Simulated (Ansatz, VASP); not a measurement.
# Cross-check of Te2Mo (fluorite type (invented)) between VASP and Ansatz

Wanted: the spread between two codes on one cell, functional and k mesh. The cell is generated by rule, not measured, and may not be a known phase. The cell is taken from a series of runs on this material, whose earlier steps may have relaxed, scaled, displaced or heated it; both programs get it as it stands.

Calculated with Ansatz 0.2.0; plane waves, with VASP 6.6.1 beside it; relaxation of cell and atoms at PBEsol.

## (1) The starting structure

The structure is cubic, space group Fm-3m (No. 225). The conventional cell has a = 6.560 Å, b = 6.560 Å, c = 6.560 Å, α = 90.00°, β = 90.00°, γ = 90.00°. Nearest to Mo lie 8 Te at 2.84 Å. Nearest to Te lie 4 Mo at 2.84 Å. Farther neighbours and most contacts between anions are not listed.

## (2) VASP: relaxation of cell and atoms, PBEsol

The relaxed volume is the usual yardstick between codes: in a stiff, nearly cubic crystal its relative difference is about their pressure difference at one cell divided by the bulk modulus.

Lines of VASP's logs that name or quote its potential files are left out, and so is its time.

INCAR reads:

```
SYSTEM = Te2Mo
PREC = Accurate
ENCUT = 500
EDIFF = 1E-07
NELM = 120
ISMEAR = 0
SIGMA = 0.1
LREAL = .FALSE.
ALGO = Normal
GGA = PS
NBANDS = 19
LASPH = .TRUE.
LORBIT = 11
LWAVE = .FALSE.
LCHARG = .FALSE.
ISIF = 3
IBRION = 2
NSW = 80
EDIFFG = -0.005
GGA_COMPAT = .FALSE.
NELMIN = 4
```

POSCAR reads:

```
Te2Mo
1.0
    0.0000000000      3.2799220000      3.2799220000
    3.2799220000      0.0000000000      3.2799220000
    3.2799220000      3.2799220000      0.0000000000
Mo Te
1 2
Direct
    0.0000000000      0.0000000000      0.0000000000
    0.2500000000      0.2500000000      0.2500000000
    0.7500000000      0.7500000000      0.7500000000
```

KPOINTS reads:

```
Automatic mesh
0
Gamma
12 12 12
0 0 0
```

PAW data sets: Mo_sv and Te (PBE family, release 64).

Run with:

```bash
$ mpirun -np 1 vasp_std
```

Numbers of over 12 decimals in the logs are rounded to 6 here.

The log of the run:

```text
[banner, memory and clock lines left out]
running    1 mpi-ranks, on    1 nodes
 distrk:  each k-point on    1 cores,    1 groups
 distr:  one band on    1 cores,    1 groups

 POSCAR found type information on POSCAR MoTe
 POSCAR found :  2 types and       3 ions
|                                                                             |
|               ----> ADVICE to this user running VASP <----                  |
|                                                                             |
|     You enforced a specific xc type in the INCAR file but a different       |
|     [... a line on the potential file left out ...]
|     I HOPE YOU KNOW WHAT YOU ARE DOING!                                     |
|                                                                             |

 LDA part: xc-table for (Slater+PW92), standard interpolation
 POSCAR, INCAR and KPOINTS ok, starting setup
 FFT: planning ... GRIDC
 FFT: planning ... GRID_SOFT
 FFT: planning ... GRID
 WAVECAR not read
 entering main loop
       N       E                     dE             d eps       ncg     rms          rms(c)
DAV:   1     0.159618329583E+03    0.15962E+03   -0.12191E+04  2872   0.120E+03
DAV:   2    -0.117930742651E+02   -0.17141E+03   -0.16826E+03  3372   0.292E+02
DAV:   3    -0.184537360351E+02   -0.66607E+01   -0.65120E+01  3385   0.504E+01
DAV:   4    -0.185593580967E+02   -0.10562E+00   -0.10532E+00  3357   0.632E+00
DAV:   5    -0.185611974776E+02   -0.18394E-02   -0.18393E-02  3315   0.792E-01    0.147E+01
DAV:   6    -0.184062387328E+02    0.15496E+00   -0.26663E+00  2889   0.899E+00    0.646E+00
DAV:   7    -0.182850618449E+02    0.12118E+00   -0.15930E+00  2968   0.575E+00    0.551E+00
DAV:   8    -0.182133818868E+02    0.71680E-01   -0.29775E-01  2918   0.347E+00    0.979E-01
DAV:   9    -0.182136712588E+02   -0.28937E-03   -0.61689E-03  3222   0.481E-01    0.468E-01
DAV:  10    -0.182135985231E+02    0.72736E-04   -0.18745E-03  2978   0.347E-01    0.604E-02
DAV:  11    -0.182135656869E+02    0.32836E-04   -0.15038E-04  3201   0.997E-02    0.251E-02
DAV:  12    -0.182135711264E+02   -0.54395E-05   -0.13313E-05  2960   0.186E-02    0.607E-03
DAV:  13    -0.182135715947E+02   -0.46826E-06   -0.43625E-07  3457   0.389E-03    0.565E-03
DAV:  14    -0.182135717208E+02   -0.12608E-06   -0.17801E-07  2593   0.239E-03    0.372E-04
DAV:  15    -0.182135717587E+02   -0.37925E-07   -0.55196E-09  1599   0.448E-04
   1 F= -.18213572E+02 E0= -.18202240E+02  d E =-.182136E+02
 curvature:   0.00 expect dE= 0.000E+00 dE for cont linesearch  0.000E+00
 trial: gam= 0.00000 g(F)=  0.186E-47 g(S)=  0.107E-03 ort = 0.000E+00 (trialstep = 0.100E+01)
 search vector abs. value=  0.107E-03
 bond charge predicted
       N       E                     dE             d eps       ncg     rms          rms(c)
DAV:   1    -0.182150753268E+02   -0.15036E-02   -0.31253E-02  2895   0.156E+00    0.345E-01
DAV:   2    -0.182145588027E+02    0.51652E-03   -0.18407E-02  2864   0.775E-01    0.199E-01
DAV:   3    -0.182136232061E+02    0.93560E-03   -0.46806E-03  2911   0.299E-01    0.556E-02
DAV:   4    -0.182135632929E+02    0.59913E-04   -0.26571E-04  2928   0.121E-01    0.222E-02
DAV:   5    -0.182135628810E+02    0.41190E-06   -0.53718E-06  3707   0.168E-02    0.241E-02
DAV:   6    -0.182135618190E+02    0.10620E-05   -0.39775E-06  2993   0.881E-03    0.572E-03
DAV:   7    -0.182135617319E+02    0.87085E-07   -0.14695E-06  2851   0.575E-03    0.404E-04
DAV:   8    -0.182135617459E+02   -0.13995E-07   -0.21081E-08  1536   0.101E-03
   2 F= -.18213562E+02 E0= -.18202215E+02  d E =0.100128E-04
 trial-energy change:    0.000010  1 .order    0.000008   -0.000107    0.000123
 step:   0.4515(harm=  0.4667)  dis= 0.00000  next Energy=   -18.213596 (dE=-0.240E-04)
 bond charge predicted
       N       E                     dE             d eps       ncg     rms          rms(c)
DAV:   1    -0.182140469554E+02   -0.48522E-03   -0.93885E-03  2886   0.857E-01    0.190E-01
DAV:   2    -0.182138843067E+02    0.16265E-03   -0.54306E-03  2846   0.422E-01    0.109E-01
DAV:   3    -0.182136099960E+02    0.27431E-03   -0.13835E-03  2913   0.163E-01    0.304E-02
DAV:   4    -0.182135935954E+02    0.16401E-04   -0.80847E-05  2918   0.672E-02    0.125E-02
DAV:   5    -0.182135944673E+02   -0.87191E-06   -0.15801E-06  3716   0.913E-03    0.133E-02
DAV:   6    -0.182135958107E+02   -0.13434E-05   -0.11334E-06  2925   0.473E-03    0.317E-03
DAV:   7    -0.182135956469E+02    0.16382E-06   -0.36100E-07  2182   0.296E-03    0.198E-04
DAV:   8    -0.182135956397E+02    0.71764E-08   -0.75789E-09  1467   0.642E-04
   3 F= -.18213596E+02 E0= -.18202257E+02  d E =-.238810E-04
 curvature:  -0.23 expect dE=-0.285E-07 dE for cont linesearch -0.285E-07
 trial: gam=-0.03258 g(F)=  0.415E-47 g(S)=  0.122E-06 ort = 0.362E-05 (trialstep = 0.890E+00)
 search vector abs. value=  0.239E-09
 reached required accuracy - stopping structural energy minimisation
```

OUTCAR, selected parts (step 2):

```text
ion  position               nearest neighbor table
   1  0.000  0.000  0.000-   2 2.84   3 2.84   3 2.84   3 2.84   3 2.84   2 2.84   2 2.84   2 2.84

  LATTYP: Found a face centered cubic cell.
 ALAT       =     6.5598440000

 Subroutine GETGRP returns: Found 48 space group operations
 (whereof 48 operations were pure point group operations)

The static configuration has the point symmetry O_h .

 Found     72 irreducible k-points:

   k-points           NKPTS =     72   k-points in BZ     NKDIM =     72   number of bands    NBANDS=     19

   dimension x,y,z NGX =    36 NGY =   36 NGZ =   36
   dimension x,y,z NGXF=    72 NGYF=   72 NGZF=   72

   ENCUT  =  500.0 eV  36.75 Ry    6.06 a.u.   8.46  8.46  8.46*2*pi/ulx,y,z

   NELECT =      26.0000    total number of electrons

 k-points in reciprocal lattice and weights: Automatic mesh
   0.00000000  0.00000000  0.00000000       0.001
   0.08333333  0.00000000  0.00000000       0.005
   0.16666667  0.00000000  0.00000000       0.005
   0.25000000  0.00000000  0.00000000       0.005
   0.33333333  0.00000000  0.00000000       0.005
   0.41666667  0.00000000  0.00000000       0.005
   0.50000000  0.00000000  0.00000000       0.002
   0.08333333  0.08333333  0.00000000       0.003
   0.16666667  0.08333333  0.00000000       0.014
[...]
-0.33333333  0.50000000  0.16666667       0.007
  -0.25000000  0.50000000  0.25000000       0.003

 average (electrostatic) potential at core
       1 -71.8285       2 -85.5056       3 -85.5056

 E-fermi :   9.0984

 k-point     1 :       0.0000    0.0000    0.0000
  band No.  band energies     occupation
    ...
      7       3.9887      2.00000
      8       3.9887      2.00000
      9       3.9887      2.00000
     10       8.3424      2.00000
     11       8.3424      2.00000
     12       9.3677      0.00014
     13       9.3677      0.00014
     14       9.3677      0.00014
     15      12.5331      0.00000
     16      12.5331      0.00000
    ...

 k-point     2 :       0.0833    0.0000    0.0000
  band No.  band energies     occupation
    ...
      8       4.0339      2.00000
      9       4.2327      2.00000
     10       8.0848      2.00000
     11       8.0848      2.00000
     12       9.0408      1.58465
     13       9.5315      0.00000
     14       9.5315      0.00000
     15      11.5941      0.00000
     16      12.1219      0.00000
     17      12.1219      0.00000
    ...

 k-point     3 :       0.1667    0.0000    0.0000
  band No.  band energies     occupation
    ...
      8       4.1642      2.00000
      9       4.8272      2.00000
     10       7.6260      2.00000
     11       7.6260      2.00000
     12       8.2654      2.00000
     13       9.6298      0.00000
     14       9.6298      0.00000
     15      10.8770      0.00000
     16      11.9594      0.00000
     17      11.9594      0.00000
    ...

  Total        0.0015910      0.0015910      0.0015910      0.0000000      0.0000000      0.0000000
  in kB        0.0360840      0.0360840      0.0360840      0.0000000      0.0000000      0.0000000
  external PRESSURE =       0.0360840 kB  Pullay stress =       0.0000000 kB

  energy-cutoff  :      500.00
  volume of cell :       70.64
      direct lattice vectors                 reciprocal lattice vectors
     0.000000000  3.281045606  3.281045606    -0.152390445  0.152390445  0.152390445
     3.281045606  0.000000000  3.281045606     0.152390445 -0.152390445  0.152390445
     3.281045606  3.281045606 -0.000000000     0.152390445  0.152390445 -0.152390445

 POSITION                                       TOTAL-FORCE (eV/Angst)
 -----------------------------------------------------------------------------------
      0.00000      0.00000      0.00000         0.000000      0.000000      0.000000
      1.64052      1.64052      1.64052        -0.000000     -0.000000      0.000000
      4.92157      4.92157      4.92157         0.000000      0.000000     -0.000000
 -----------------------------------------------------------------------------------
    total drift:                               -0.000000      0.000000      0.000000

  FREE ENERGIE OF THE ION-ELECTRON SYSTEM (eV)
  ---------------------------------------------------
  free  energy   TOTEN  =       -18.2135956397 eV

  energy  without entropy=      -18.1909174410  energy(sigma->0) =      -18.20225654

 reached required accuracy - stopping structural energy minimisation

 total charge
# of ion       s       p       d       tot
------------------------------------------
    1        2.257   6.110   4.049  12.416
    2        1.391   1.897   0.090   3.378
    3        1.391   1.897   0.090   3.378
--------------------------------------------------
tot          5.040   9.904   4.228  19.172

[... 3 further parts left out ...]
```

CONTCAR:

```
Te2Mo
   1.00000000000000
     0.0000000000000000    3.2810456062097328    3.2810456062097328
     3.2810456062097328    0.0000000000000000    3.2810456062097328
     3.2810456062097328    3.2810456062097328   -0.0000000000000000
  Mo              Te
     1     2
Direct
     0.0000000000000000    0.0000000000000000    0.0000000000000000
     0.2500000000000000    0.2500000000000000    0.2500000000000000
     0.7500000000000000    0.7500000000000000    0.7500000000000000
```

[end of part 1 of 2]

[Lines on the potential files, build, host, timing and source positions are cut from VASP's logs without a mark.]

[Logs are printed without paths, hosts, clocks, repeated set-up lines and the standing remarks that a program may print on its own settings, such as how far it seeks lower states.]

[Hosts, paths, dates, database ids (printed as entryN), source tags and the programs' standing remarks are cut or masked in the printed files.]
